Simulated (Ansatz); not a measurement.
Crystal: I.

```
I
1.0
     3.63503   -2.39502    0.00000
     3.63503    2.39502    0.00000
     0.00000    0.00000    9.79344
I
4
Direct
  0.64930 0.35070 0.38440
  0.14930 0.85070 0.11560
  0.35070 0.64930 0.61560
  0.85070 0.14930 0.88440
```

Base run:

- Program: Ansatz 0.2.0
- Functional: PBEsol
- Potentials or basis: all-electron LAPW, scalar-relativistic
- Cutoff: 275 eV
- Density cutoff: 1099 eV
- Basis error allowed: 0.001 eV/atom
- k mesh: 7 × 7 × 3
- Occupations: fermi-dirac, width 0.05 eV
- Spin: no spin polarisation

Its results: band gap on the k mesh 1.29 eV, indirect (least direct gap 1.38 eV); pressure 0.1 GPa; largest force 0.759 eV/Å.

Question: The run is repeated on the same cell with these changes: functional from PBEsol to PBE. What comes out?

Answer: Band gap on the k mesh 1.34 eV, indirect (least direct gap 1.43 eV); pressure 1.8 GPa; largest force 0.854 eV/Å.

PBE binds less tightly than PBEsol, so the same cell stands under more pressure.

Caveats: spin-orbit coupling is left out, which moves the levels of the heavy elements; an odd mesh through Γ misses points on the zone boundary, where band edges often lie.

Not every run made on this cell is shown here.
